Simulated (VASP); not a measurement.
Wanted: the native input for a VASP 6.6.1 run.

| Property | Result |
| --- | --- |
| Task | single point |
| Functional | PBE |
| Dispersion | D3(BJ) |
| Potentials or basis | VASP PAW PBE potentials, release 64 (F, H) |
| Cutoff | 520 eV |
| k mesh | 1 × 1 × 1 |
| Occupations | fermi-dirac, width 0.02 eV |
| Spin | no spin polarisation |
| Dipole correction | no |
| Further INCAR settings | ALGO = Normal; EDIFF = 1e-07; NBANDS = 36 |

The structure of HF lies in POSCAR:

```
HF
1.0
    5.6836090000      0.0000000000      0.0000000000
    0.0000000000      5.6836090000      0.0000000000
    0.0000000000      0.0000000000      5.6836090000
F H
6 6
Direct
    0.3995876564     -0.0092018997      0.6830343185
    0.1238121764      0.4781468957      0.6267848474
    0.2990001599      0.8641868221      0.2619110498
    0.9276500196      0.1076076838      0.8516067872
   -0.2366102242      0.3625689241      0.1407204472
    0.7529370863      0.7607490241      0.9920985064
    0.3560765704     -0.0262157372      0.5247722002
   -0.0062812203      0.4000803011      0.6269431975
    0.3997460065      0.9351100683      0.1597928359
    0.8942557449     -0.0571819772      0.8397657193
   -0.1106515244      0.2929652620      0.0647827815
    0.7893927960      0.6115656443      1.0458495650
```

The cell was built by a generator and needn't be a form met in nature.

These files were run (other wordings do the same):

INCAR

```
SYSTEM = HF
PREC = Accurate ; ENCUT = 520
EDIFF = 1E-7 ; ISMEAR = -1
SIGMA = 0.02 ; LREAL = .False.
LASPH = .True. ; NELM = 60
ALGO = Normal ; ISIF = 2
LWAVE = .False. ; LCHARG = .False.
GGA = PE ; IVDW = 12
NBANDS = 36
```

KPOINTS

```
regular mesh
0
Gamma
  1 1 1
  0 0 0
```

Potentials or basis: VASP PAW PBE potentials, release 64 (F, H).

Run with:

```console
$ cat potpaw_PBE.64/F/POTCAR potpaw_PBE.64/H/POTCAR > POTCAR
$ mpirun -np 1 vasp_gam > vasp.out
```

It gave:

```
Pressure                   : 4.4 GPa
Largest force              : 5.991 eV/Å
Band gap on the k mesh     : 6.35 eV, direct
Dispersion energy per atom : -0.020 eV
```

Wall time 8.3 s on 1 thread of Intel(R) Xeon(R) 6975P-C (Granite Rapids), on a shared host, peak memory 0.25 GiB.
